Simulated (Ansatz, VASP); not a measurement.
This is a calculation of PbO2 for Ansatz 0.2.0.

The input input.yaml:

```yaml
crystal:
  lattice:
    - [0.0, 2.7375486038, 2.7375486038]
    - [2.7375486038, 0.0, 2.7375486038]
    - [2.7375486038, 2.7375486038, 0.0]
  atoms:
    - { symbol: Pb, position: [0.0, 0.0, 0.0] }
    - { symbol: O, position: [0.75, 0.75, 0.75] }
    - { symbol: O, position: [0.25, 0.25, 0.25] }
kpoints:
  mp_grid: { grid: [9, 9, 9] }
scf:
  occupations: { method: fermi_dirac, width: 0.05 }
hamiltonian:
  xc: pbe
  pseudopotentials: { kind: all_electron, lapw: { basis_error: 0.001 } }
output:
  forces: true
  stress: true
  eigenvalues: true
```

Potentials or basis: all-electron LAPW, scalar-relativistic.

Launch:

```bash
$ ansatz run input.yaml --threads 2 --pin off --max-ram 5120MiB --backend cpu --events-out ev --progress --plain --runs-dir out
```

Question: Set up the same calculation for VASP 6.6.1. Potentials there: VASP PAW PBE potentials, release 64 (Pb_d, O).

Answer: As run (the cutoff follows the program's own potentials):

INCAR

```
SYSTEM = PbO2
PREC = Accurate
ENCUT = 520
EDIFF = 1E-6
ISMEAR = -1
SIGMA = 0.05
LREAL = .FALSE.
LASPH = .TRUE.
NELM = 100
ALGO = Normal
ISIF = 2
LWAVE = .FALSE.
LCHARG = .FALSE.
GGA = PE
NBANDS = 20
```

Contents of KPOINTS:

```
regular mesh
0
G
  9 9 9
  0 0 0
```

Contents of POSCAR:

```
PbO2
1.0
    0.0000000000      2.7375486038      2.7375486038
    2.7375486038      0.0000000000      2.7375486038
    2.7375486038      2.7375486038      0.0000000000
Pb O
1 2
Direct
    0.0000000000      0.0000000000      0.0000000000
    0.7500000000      0.7500000000      0.7500000000
    0.2500000000      0.2500000000      0.2500000000
```

Potentials or basis: VASP PAW PBE potentials, release 64 (Pb_d, O).

Launch:

```sh
$ cat potpaw_PBE.64/Pb_d/POTCAR potpaw_PBE.64/O/POTCAR > POTCAR
$ mpirun -np 1 vasp_std > vasp.out
```

Both were run:

|  | VASP | Ansatz | Ansatz less VASP |
| --- | --- | --- | --- |
| gap on the k mesh at the Fermi level (eV) | none | none | - |
| pressure (GPa) | -4.3 | -4.4 | -0.13 |

A gap of «none» marks a metal or a gap that the smearing closes. Ansatz ran all-electron here, so the differences hold the error of VASP's frozen core and of both bases.

The runs have no spin-orbit coupling, so splittings on Pb are missing.
